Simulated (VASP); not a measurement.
Write the native input for VASP 6.6.1 that does the following.

* Task: band structure
* Functional: PBEsol
* Potentials or basis: VASP PAW PBE potentials, release 64 (Cd, O)
* Cutoff: 520 eV
* k mesh: 7 × 7 × 7
* Occupations: fermi-dirac, width 0.05 eV
* Spin: spin-orbit coupling, no magnetisation
* Further INCAR settings: ALGO = Fast; EDIFF = 1e-07; NBANDS = 30

CdO (Monteponite):

```
Cd O
1.0
     0.00000    2.34950    2.34950
     2.34950    0.00000    2.34950
     2.34950    2.34950    0.00000
Cd O
1 1
Cartesian
  0.0000 0.0000 0.0000
  2.3495 2.3495 2.3495
```

The input as run:

POSCAR

```
CdO
1.0
    0.0000000000      2.3495000000      2.3495000000
    2.3495000000      0.0000000000      2.3495000000
    2.3495000000      2.3495000000      0.0000000000
Cd O
1 1
Direct
    0.0000000000      0.0000000000      0.0000000000
    0.5000000000      0.5000000000      0.5000000000
```

INCAR.step1

```
PREC = Accurate
ENCUT = 520
EDIFF = 1E-7
ISMEAR = -1
SIGMA = 0.05
LREAL = F
LASPH = T
NELM = 80
ALGO = Fast
ISIF = 2
LWAVE = F
LCHARG = T
MAGMOM = 0 0 0 0 0 0
LORBIT = 11
LSORBIT = T
GGA_COMPAT = F
GGA = PS
NBANDS = 30
```

KPOINTS.step1

```
regular mesh
0
Gamma
  7 7 7
```

INCAR.step2

```
PREC = Accurate
ENCUT = 520
EDIFF = 1E-7
ISMEAR = 0
SIGMA = 0.05
LREAL = F
LASPH = T
NELM = 80
ALGO = Fast
ISIF = 2
LWAVE = F
LCHARG = F
MAGMOM = 0 0 0 0 0 0
LORBIT = 11
LSORBIT = T
GGA_COMPAT = F
GGA = PS
NBANDS = 30
ICHARG = 11
```

KPOINTS.step2

```
path GXWKGLUWLK,UX
20
line-mode
reciprocal
 0.0000000000  0.0000000000  0.0000000000  G
 0.5000000000  0.0000000000  0.5000000000  X

 0.5000000000  0.0000000000  0.5000000000  X
 0.5000000000  0.2500000000  0.7500000000  W

 0.5000000000  0.2500000000  0.7500000000  W
 0.3750000000  0.3750000000  0.7500000000  K

 0.3750000000  0.3750000000  0.7500000000  K
 0.0000000000  0.0000000000  0.0000000000  G

 0.0000000000  0.0000000000  0.0000000000  G
 0.5000000000  0.5000000000  0.5000000000  L

 0.5000000000  0.5000000000  0.5000000000  L
 0.6250000000  0.2500000000  0.6250000000  U

 0.6250000000  0.2500000000  0.6250000000  U
 0.5000000000  0.2500000000  0.7500000000  W

 0.5000000000  0.2500000000  0.7500000000  W
 0.5000000000  0.5000000000  0.5000000000  L

 0.5000000000  0.5000000000  0.5000000000  L
 0.3750000000  0.3750000000  0.7500000000  K

 0.6250000000  0.2500000000  0.6250000000  U
 0.5000000000  0.0000000000  0.5000000000  X
```

Potentials or basis: VASP PAW PBE potentials, release 64 (Cd, O).

The run is started by

```console
$ cat potpaw_PBE.64/Cd/POTCAR potpaw_PBE.64/O/POTCAR > POTCAR
$ cp INCAR.step1 INCAR
$ cp KPOINTS.step1 KPOINTS
$ mpirun -np 1 vasp_ncl > vasp.out
$ cp INCAR.step2 INCAR
$ cp KPOINTS.step2 KPOINTS
$ mpirun -np 1 vasp_ncl > vasp.out
```

It took 9.9 min on 1 thread of Intel(R) Xeon(R) Platinum 8175M CPU @ 2.50GHz (Skylake/Cascade Lake), with other jobs on the host, peak memory 0.39 GiB.
